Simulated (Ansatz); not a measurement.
Input and output of a single-point calculation on InSb (zincblende) (Ansatz 0.2.0, HSE06). The cell was relaxed with r2SCAN and then strained (epitaxial -1.0 % in the xy plane, free normal strain +0.97 %), with the atoms relaxed again with r2SCAN; k points keep the names of the unstrained zone.

The input:
```yaml
crystal:
  lattice:
    - [0.0, 3.2467178885, 3.3113179762]
    - [3.2467178885, 0.0, 3.3113179762]
    - [3.2467178885, 3.2467178885, 0.0]
  atoms:
    - { symbol: In, position: [0.0, 0.0, 0.0] }
    - { symbol: Sb, position: [0.25, 0.25, 0.25] }
kpoints:
  mp_grid: { grid: [4, 4, 4] }
  band_path:
    path:
      - [0.0, 0.0, 0.0]
      - [-0.5, -0.5, 0.0]
      - [-0.375, -0.375, 0.25]
      - [-0.375, 0.0, 0.375]
      - [0.0, 0.0, 0.5]
      - [-0.5, -0.25, 0.25]
      - [-0.012695, -0.012695, 0.0]
    npoints: 1
hamiltonian:
  xc: hse06
scf:
  occupations: { method: fermi_dirac, width: 0.02 }
  n_extra_bands: 4
output:
  forces: true
  stress: true
  eigenvalues: true
```

Command: `ansatz run input.yaml --threads 2 --pin off --max-ram 2211MiB --backend cpu --events-out ev --progress --plain --runs-dir out`. Wall time 64 s on 2 threads of Arm Neoverse N1, with other jobs on the host; peak host memory 0.94 GiB.

Output, abridged:
```
Functional definition: HSE06
Crystal: 2 atoms, lattice volume = 69.810 Å³
Basis set: ecut = 420 eV, 1379 PW (Γ)
Bands: 18, of which v1, the nominal top of the filled ones, is band 14 counted from 1 (13 counted from 0)
Symmetry: 8 space group operations
Space group: I-4m2 (ITA 119)
k-points: 13 of 64 (time reversal used)
[warm-up without exact exchange]
SCF iter   1: HF=-12082.425028 eV  Δρ=1.30e-3  dr2=1.88e-3
SCF iter   2: HF=-12082.425590 eV  Δρ=3.24e-4  dr2=1.08e-4
SCF iter   3: HF=-12082.425649 eV  Δρ=1.61e-4  dr2=1.22e-5
SCF iter   4: HF=-12082.425724 eV  Δρ=2.36e-5  dr2=3.18e-7
SCF iter   5: HF=-12082.425726 eV  Δρ=5.10e-6  dr2=1.85e-8
SCF iter   6: HF=-12082.425726 eV  Δρ=2.95e-6  dr2=4.83e-9
SCF iter   7: HF=-12082.425726 eV  Δρ=5.68e-7  dr2=2.29e-10
SCF 1 converged in 7 iterations: F = -12082.425726 eV  dr2 = 2.29e-10
[exact exchange on]
Exchange kernel: α = 0.2500, screened, ω = 0.2079 Å⁻¹, Wigner–Seitz truncation, v(0) = 1040.6683 eV·Å³, q-mesh 4×4×4
SCF iter   1: HF=-12090.761374 eV  Δρ=5.64e-3  dr2=1.30e-2
preconditioner: auto → none  [insulator: Δε(μ)=0.171 eV  σ=0.020 eV  ℏωp=18.9 eV]
SCF iter   2: HF=-12090.769158 eV  Δρ=2.87e-3  dr2=2.93e-3
SCF iter   3: HF=-12090.768999 eV  Δρ=2.99e-4  dr2=8.99e-5
SCF iter   4: HF=-12090.768990 eV  Δρ=1.05e-4  dr2=5.59e-6
SCF 2 stopped early in 4 iterations: F = -12090.768985 eV  dr2 = 5.59e-6
hybrid outer 1: dexx = +1.109e-2 eV, tail = 4.94e-5 eV
SCF iter   1: HF=-12090.768849 eV  Δρ=3.29e-5  dr2=6.23e-7
SCF iter   2: HF=-12090.768850 eV  Δρ=2.09e-5  dr2=2.35e-7
SCF iter   3: HF=-12090.768849 eV  Δρ=5.04e-6  dr2=2.98e-8
SCF iter   4: HF=-12090.768849 eV  Δρ=1.38e-6  dr2=1.74e-9
SCF 3 converged in 4 iterations: F = -12090.768849 eV  dr2 = 1.74e-9
hybrid outer 2: dexx = +4.355e-7 eV, tail = 9.65e-9 eV, Δε = 5.27e-3 eV
NSCF: frozen V_eff on 7 k-points
hybrid SCF converged: 2 outer / 8 inner (+7 warm-up)
Free energy (F): -12090.768849 eV
Fermi energy:    6.930732 eV
--- Stress (GPa, compression-positive) ---
        0.571630       0.000000       0.000000
        0.000000       0.571630       0.000000
        0.000000       0.000000      -0.119708
  P = ⅓ Tr σ = 0.3412 GPa (3.412 kbar)
--- Band table (eV; the first three rows and the last of 13) ---
  k-point 0: bands = […, -9.6085, -9.6047, -4.8566, 6.6541, 6.7607, 6.7607, 7.0869, 10.3116, 10.3116, 10.3586]
  k-point 1: bands = […, -9.6093, -9.6048, -4.2802, 2.9643, 6.0610, 6.1682, 8.1571, 11.0741, 11.1058, 12.1518]
  k-point 2: bands = […, -9.6085, -9.6033, -3.3970, 0.7663, 5.6115, 5.7472, 7.8150, 11.1583, 11.2592, 13.5680]
  k-point 12: bands = […, -9.6208, -9.6030, -2.7792, 0.3732, 4.4329, 4.4329, 8.6982, 8.7263, 15.8099, 15.8099]
```

The rows of the band table are 0: (0, 0, 0) = Γ, 1: (0, 0, 1/4), 2: (0, 0, -1/2) = L, 12: (-1/2, -1/2, 0) = X.

The file bands.tsv (bands near the Fermi energy, numbered from 0, rounded):
```tsv
# k_distance	band_9	band_10	band_11	band_12	band_13	band_14	band_15	band_16	band_17
# fermi_ev = 6.930726
# [0, 0, 0] at k_distance = 0.000000
# [-0.5, -0.5, 0] at k_distance = 0.948744
# [-0.375, -0.375, 0.25] at k_distance = 1.290850
# [-0.375, 0, 0.375] at k_distance = 1.881483
# [0, 0, 0.5] at k_distance = 2.472117
# [-0.5, -0.25, 0.25] at k_distance = 3.149687
# [-0.012695, -0.012695, 0] at k_distance = 4.193267
# levels_relative_to = fermi_ev
0.000	-16.535	-11.787	-0.277	-0.170	-0.170	0.156	3.381	3.381	3.428
0.949	-16.534	-9.710	-6.558	-2.498	-2.498	1.767	1.796	8.879	8.879
1.291	-16.537	-9.736	-6.387	-3.446	-2.129	2.080	4.285	6.869	7.076
1.881	-16.533	-9.705	-6.325	-3.444	-2.239	1.948	4.103	6.868	7.020
2.472	-16.534	-10.328	-6.164	-1.319	-1.184	0.884	4.228	4.328	6.637
3.150	-16.537	-9.644	-6.384	-3.175	-3.025	4.052	4.433	4.841	5.482
4.193	-16.535	-11.785	-0.362	-0.177	-0.177	0.241	3.391	3.391	3.420
```
In order the rows are Γ, X, U, K, L, W, Γ–X (0.03).

The HSE06 gap is direct at Γ: 0.33 eV. The mean pressure at these positions is +0.3 GPa, compression counted positive. (The program warns that its thresholds are loose for a hybrid's stress.)

Calculated for a static, non-magnetic cell.

Spin-orbit coupling is left out, which matters wherever the heavy atoms make up the band edges.

The meshes of the hybrids are coarse, so their gaps aren't converged to the digits shown.
